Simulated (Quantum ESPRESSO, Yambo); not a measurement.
An input for Quantum ESPRESSO 7.5 (AgBr (Bromargyrite)):

```
&control
  calculation = 'nscf'
  prefix = 'x'
  outdir = 'o'
  pseudo_dir = 'pseudo'
/
&system
  ibrav = 0
  nat = 2
  ntyp = 2
  ecutwfc = 76.0
  nbnd = 249
  force_symmorphic = .true.
/
&electrons
  conv_thr = 1e-9
  electron_maxstep = 80
  diago_full_acc = .true.
  diago_thr_init = 5e-6
/
ATOMIC_SPECIES
  Ag 107.87 Ag.upf
  Br 79.904 Br.upf
CELL_PARAMETERS angstrom
  0.0000000000 2.8872500000 2.8872500000
  2.8872500000 -0.0000000000 2.8872500000
  2.8872500000 2.8872500000 0.0000000000
ATOMIC_POSITIONS crystal
  Ag 0.0000000000 0.0000000000 0.0000000000
  Br 0.5000000000 0.5000000000 0.5000000000
K_POINTS automatic
  6 6 6 0 0 0
```

```sh
OMP_NUM_THREADS=1 mpirun -n 4 pw.x -nk 4 -in pw.in > pw.out
```

Q: Estimate wall time and host memory on 4 MPI ranks of Intel Xeon 6975P-C (Granite Rapids), shared host.

It took 32 s; on shared hardware allow 16 s to 64 s. Peak host memory was 0.56 GiB.

[Paths, hosts, dates, memory and timing lines, banners, echoed tables and standing remarks are left out of the program output.]

[Logs are printed without paths, hosts, clocks, repeated set-up lines and the standing remarks that a program may print on its own settings, such as how far it seeks lower states.]

[Runs of the session that timed out or met a known fault of the program may be left out.]

[Hosts, paths, dates, database ids (printed as entryN), source tags and the programs' standing remarks are cut or masked in the printed files.]
